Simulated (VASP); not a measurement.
# Ti: molecular dynamics with a thermostat

Ti, Fm-3m (no. 225), 12 atoms in the cell. PBE, molecular dynamics; PAW potentials Ti (PBE set).

Ensemble: Nose-Hoover chain; Target temperature (K): 1000.

## Input

INCAR:
```
ALGO     = Fast           # electronic algorithm
EDIFF    = 1E-6           # SCF threshold, eV
ENCUT    = 200            # plane-wave cutoff, eV
GGA      = PE             # functional
IBRION   = 0              # ionic algorithm
ISIF     = 2              # what is computed and relaxed
ISMEAR   = -1             # smearing method
ISYM     = 0            
KPAR     = 2            
LASPH    = T              # aspherical terms in the spheres
LCHARG   = F              # write CHGCAR
LREAL    = Auto         
LWAVE    = F              # write WAVECAR
MDALGO   = 4            
NELM     = 60             # most SCF steps
NELMIN   = 4            
NHC_NCHAINS= 3            
NHC_PERIOD= 30           
NSW      = 60             # ionic steps
POTIM    = 3.0            # step
PREC     = Normal         # precision mode
RANDOM_SEED= 372655 0 0   
SIGMA    = 0.05           # smearing width, eV
TEBEG    = 1000          
```

KPOINTS:
```
k-points
0
Gamma
  3 3 2
```

POSCAR:
```
Ti
1.0
    0.0000000000      4.0600000000      4.0600000000
    4.0600000000      0.0000000000      4.0600000000
    6.0900000000      6.0900000000      0.0000000000
Ti
12
Direct
    0.0000000000      0.0000000000      0.0000000000
    0.0000000000      0.0000000000      0.3333333333
    0.0000000000      0.0000000000      0.6666666667
    0.0000000000      0.5000000000      0.0000000000
    0.0000000000      0.5000000000      0.3333333333
    0.0000000000      0.5000000000      0.6666666667
    0.5000000000      0.0000000000      0.0000000000
    0.5000000000      0.0000000000      0.3333333333
    0.5000000000      0.0000000000      0.6666666667
    0.5000000000      0.5000000000      0.0000000000
    0.5000000000      0.5000000000      0.3333333333
    0.5000000000      0.5000000000      0.6666666667
```

Commands:
```
cat potpaw_PBE.64/Ti/POTCAR > POTCAR
mpirun -np 2 vasp_std > vasp.out
```

## Result

- Mean temperature (K): 662
- Standard error of the mean temperature (K): 127
- Relative fluctuation of the kinetic energy: 0.424
- Canonical value of that fluctuation: 0.246
- Rise of the mean potential energy above the start (meV/atom): 63.9
- Electronic steps per ionic step after the first: 7.9

Course of the run:

| Time (fs) | Temperature (K) | Potential energy less the first (meV/atom) |
|---|---|---|
| 3 | 1000 | 0.0 |
| 18 | 864 | 16.1 |
| 30 | 571 | 51.5 |
| 45 | 292 | 86.0 |
| 57 | 313 | 85.3 |
| 72 | 496 | 68.7 |
| 84 | 594 | 64.1 |
| 99 | 520 | 82.6 |
| 111 | 396 | 103.2 |
| 126 | 463 | 101.0 |
| 138 | 725 | 75.5 |
| 153 | 1051 | 45.1 |
| 165 | 1157 | 38.4 |
| 180 | 1047 | 56.5 |

REPORT:
```
MDALGO =   4
           NHC_NCHAINS =   3
            NHC_PERIOD =    30
            NHC_NRESPA =    1
                NHC_NS =  1
               SCALING =       0
                 CNEXP =     9.000   14.000
           RANDOM_SEED =            372655                0                0

   original number of atomic DOF:         33
   number of independent constraints:      0
   number of active DOF:                  33

========================================
         MD step No.       1
========================================

  Atomic velocities initialized by STEP_tb

  >Nose-Hoover_chains
                       xs       vs(fs^-1)
   nhc_s>   0.33966939E-07   0.45284533E-07
   nhc_s>  -0.13889371E-03  -0.18519805E-03
   nhc_s>  -0.13888889E-03  -0.18515946E-03

  >Energies
                    E_tot             E_pot             E_kin               EPS                ES
   e_b>   -0.91079383E+02   -0.92501599E+02    0.14222163E+01    0.23935544E-04   -0.23841005E-04

  >Temperature
               T_sim     T_inst
   tmprt>   1000.000   1000.244

           RANDOM_SEED =            372655               72                0

[... steps left out ...]

========================================
         MD step No.      60
========================================

  >Nose-Hoover_chains
                       xs       vs(fs^-1)
   nhc_s>  -0.45927492E+00  -0.10564426E-02
   nhc_s>   0.18731089E+01   0.99529962E-02
   nhc_s>   0.59225376E+00   0.29453523E-01

  >Energies
                    E_tot             E_pot             E_kin               EPS                ES
   e_b>   -0.91078593E+02   -0.91823765E+02    0.14885879E+01    0.35019161E+00   -0.10936074E+01

  >Temperature
               T_sim     T_inst
   tmprt>   1000.000   1046.924

           RANDOM_SEED =            372655               72                0
```

OSZICAR:
```
N       E                     dE             d eps       ncg     rms          rms(c)
DAV:   1     0.831093729575E+02    0.83109E+02   -0.86389E+03   620   0.629E+02
DAV:   2    -0.803561324913E+02   -0.16347E+03   -0.15744E+03   628   0.194E+02
DAV:   3    -0.103166968309E+03   -0.22811E+02   -0.21115E+02   970   0.574E+01
DAV:   4    -0.104441883117E+03   -0.12749E+01   -0.12170E+01   936   0.154E+01
DAV:   5    -0.104490035432E+03   -0.48152E-01   -0.46505E-01   914   0.191E+00    0.382E+01
RMM:   6    -0.938837284816E+02    0.10606E+02   -0.19129E+01   620   0.322E+01    0.111E+01
RMM:   7    -0.924287252003E+02    0.14550E+01   -0.10201E+01   620   0.166E+01    0.208E+00
RMM:   8    -0.924645189340E+02   -0.35794E-01   -0.14394E+00   623   0.800E+00    0.178E+00
RMM:   9    -0.924916117424E+02   -0.27093E-01   -0.44450E-01   675   0.254E+00    0.767E-01
RMM:  10    -0.925002419322E+02   -0.86302E-02   -0.11624E-01   724   0.118E+00    0.443E-01
[... 53 further cycles ...]
RMM:  32    -0.924952070616E+02   -0.32147E-05   -0.32141E-05   118   0.150E-03    0.337E-03
RMM:  33    -0.924952100367E+02   -0.29752E-05   -0.29897E-05   113   0.150E-03    0.377E-03
[... left out ...]
[... last step whole ...]
       N       E                     dE             d eps       ncg     rms          rms(c)
DAV:   1    -0.918237066393E+02    0.72435E-01   -0.33918E-02  1187   0.117E+00    0.256E-02
RMM:   2    -0.918237541088E+02   -0.47469E-04   -0.10059E-03   623   0.184E-01    0.302E-02
RMM:   3    -0.918237599270E+02   -0.58182E-05   -0.19042E-04   656   0.678E-02    0.119E-02
RMM:   4    -0.918237648767E+02   -0.49497E-05   -0.54649E-05   772   0.234E-02    0.107E-02
RMM:   5    -0.918237650256E+02   -0.14892E-06   -0.18096E-05   717   0.167E-02    0.650E-03
RMM:   6    -0.918237652978E+02   -0.27223E-06   -0.53010E-06   520   0.797E-03
     60 T=  1047. E= -.91073922E+02 F= -.91823765E+02 E0= -.91744952E+02  EK= 0.14933E+01 SP= -.11E+01 SK= 0.35E+00
```

Limits: 180 fs of 12 atoms are too short for converged averages; the cell is only 4.7 Å across, so each atom moves in step with near copies of itself.

VASP 6.6.1 took 714 s on 2 cores (Intel Xeon Platinum 8259CL @ 2.50GHz (Skylake/Cascade Lake)), a shared host.
